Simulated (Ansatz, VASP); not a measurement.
## Two plane-wave programs on Zn

```
CELL_PARAMETERS angstrom
-1.56904 1.56904 1.55335
1.56904 -1.56904 1.55335
1.56904 1.56904 -1.55335
ATOMIC_POSITIONS crystal
Zn 0.00000 0.00000 0.00000
```

This isn't the form of Zn at room conditions, which is hcp.

Alike in both runs: task single point; functional PBEsol; k mesh 10 × 10 × 10; occupations fermi-dirac, width 0.05 eV; no spin polarisation.

|  | VASP | Ansatz |
| --- | --- | --- |
| version | VASP 6.6.1 | Ansatz 0.2.0 |
| potentials or method | VASP PAW PBE potentials, release 64 (Zn) | Ansatz PAW |
| plane-wave cutoff (eV) | 520 | 420 |
| valence electrons in the cell | 12 | 12 |

```csv
,VASP,Ansatz,Ansatz less VASP
gap on the k mesh at the Fermi level (eV),none,none,-
pressure (GPa),-4.2,-4.6,-0.35
largest component of the traceless stress (GPa),1.08,1.08,+0.002
```

A gap of «none» marks a metal or a gap that the smearing closes.

Caveats: the PAW data sets were made with another functional, which shifts forces and pressure a little (VASP); the PAW data sets come from PBE, with cores solved anew for the run's functional, which leaves a small shift of forces and pressure (Ansatz).
